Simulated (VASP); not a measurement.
Slab: Te2Mo, a slab with vacuum.

```
Te Mo
1.0
     3.56023    0.00000    0.00000
    -1.78012    3.08325    0.00000
     0.00000    0.00000   17.52406
Te Mo
2 1
Cartesian
  0.0000 2.0555 1.7900
  0.0000 2.0555 15.7341
  0.0000 0.0000 0.0000
```

Base run:

```yaml
Program: VASP 6.6.1
Functional: HSE06
Potentials_or_basis: VASP PAW PBE potentials, release 64 (Te, Mo_sv)
Cutoff: 520 eV
k_mesh: 6 × 6 × 1
Occupations: gaussian, width 0.02 eV
Spin: no spin polarisation
```

Its results: band gap on the k mesh 1.47 eV, direct; largest force 0.317 eV/Å.

Problem. The run is repeated on the same cell with these changes: functional from HSE06 to HSE03. What comes out?

Solution. Band gap on the k mesh 1.32 eV, direct; largest force 0.263 eV/Å.

Caveats: the PAW data sets were made with another functional, which shifts forces and pressure a little; spin-orbit coupling is left out, which moves the levels of the heavy elements.
